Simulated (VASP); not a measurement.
The system is SnSe.

```
Sn Se
1.0
     0.00000    3.36398    3.36398
     3.36398    0.00000    3.36398
     3.36398    3.36398    0.00000
Sn Se
1 1
Direct
  0.00000 0.00000 0.00000
  0.25000 0.25000 0.25000
```

The cell was built by a generator and needn't be a form met in nature.

Base run:

* Program: VASP 6.6.1
* Functional: HSE06
* Potentials or basis: VASP PAW PBE potentials, release 64 (Sn_d, Se)
* Cutoff: 520 eV
* k mesh: 4 × 4 × 4
* Occupations: fermi-dirac, width 0.02 eV
* Spin: no spin polarisation

Its results: band gap on the k mesh 0.31 eV, indirect (least direct gap 1.05 eV); pressure 0.1 GPa.

The run is repeated on the same cell with these changes: functional from HSE06 to PBE. What comes out?

Band gap on the k mesh none (metal or under the smearing width); pressure 0.2 GPa.

HSE06 gives the wider gap, since exact exchange removes part of the self-interaction.

Caveats: some runs use coarse meshes; the PAW data sets were made with another functional, which shifts forces and pressure a little (some runs); spin-orbit coupling is left out, which moves the levels of the heavy elements (some runs).

A k mesh can miss the band edges.
